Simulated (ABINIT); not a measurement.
Crystal: Sn.

```xyz
3
Lattice="4.5582 0.0000 0.0000 0.0000 4.5582 0.0000 0.0000 0.0000 4.5582" Properties=species:S:1:pos:R:3 pbc="T T T"
Sn    2.2791    0.0000    0.0000
Sn    0.0000    2.2791    0.0000
Sn    0.0000    0.0000    2.2791
```

The cell was built by a generator and needn't be a form met in nature.

| Item | Value |
| --- | --- |
| Program | ABINIT 10.8.3 (patched build) |
| Task | single point |
| Functional | PBE |
| Potentials or basis | JTH PAW PBE v2.0 |
| Cutoff | 599 eV |
| k mesh | 6 × 6 × 6 |
| Occupations | fermi-dirac, width 0.05 eV |
| Spin | no spin polarisation |

On this cell: pressure 0.0 GPa; largest force zero by symmetry; band gap on the k mesh none (metal or under the smearing width).

The same run follows on a disturbed copy (atoms moved at random, drawn with an rms of 0.05 Å):

```
CELL_PARAMETERS angstrom
4.55816 0.00000 0.00000
0.00000 4.55816 0.00000
0.00000 0.00000 4.55816
ATOMIC_POSITIONS crystal
Sn 0.50372 0.00937 0.00649
Sn 0.00303 0.50149 0.99763
Sn 0.99703 0.00605 0.50253
```

Task: What does the disturbed cell give?

Result: The energy (extrapolated to zero smearing) moves by +0.0 meV/atom; pressure 0.0 GPa; largest force 0.115 eV/Å; band gap on the k mesh none (metal or under the smearing width).

Forces in eV/Å, atoms in the order of the input:
```
Sn  -0.048 -0.061  0.013
Sn   0.039  0.107 -0.014
Sn   0.009 -0.046  0.001
```
